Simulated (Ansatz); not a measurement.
# All-electron equations of state of elemental crystals

All-electron LAPW (Ansatz 0.2.0), scalar-relativistic, no spin, Fermi–Dirac smearing 0.136 eV, k-meshes of 8 to 18 points an axis; Birch–Murnaghan fits to pressures. Some or most of these lattices are hypothetical for the element, and V0 is the minimum nearest the starting volume; lattices without a usable fit are left out; mesh and smearing are coarse, and magnetic elements are treated as non-magnetic.

| element | lattice | functional | V0 (Å³/atom) | B0 (GPa) | B′ | k-points per axis |
| --- | --- | --- | --- | --- | --- | --- |
| Pr | bcc | LDA | 20.02 | 57 | 6.4 | 13 |
| Pr | bcc | PBE | 25.04 | 19.9 | 5.3 | 13 |
| Pr | bcc | PBEsol | 21.05 | 43 | 7.0 | 13 |
| Pr | diamond | LDA | 24.83 | 114 | 5.2 | 8 |
| Pr | diamond | PBE | 26.54 | 89 | 5.6 | 8 |
| Pr | diamond | PBEsol | 25.30 | 106 | 5.3 | 8 |
| Pr | fcc | LDA | 21.02 | 59 | 5.3 | 13 |
| Pr | fcc | PBE | 24.94 | 32 | 4.9 | 12 |
| Pr | sc | PBE | 20.34 | 82 | 8.1 | 12 |
| Pr | sc | PBEsol | 18.99 | 123 | 6.6 | 12 |

(1) Give V0 and B0 for fcc Pr in PBEsol.

(2) Give V0 and B0 for sc Pr in LDA.

## Answers

(1) 22.03 Å³/atom and 48.5 GPa.

(2) 18.55 Å³/atom and 137.6 GPa.
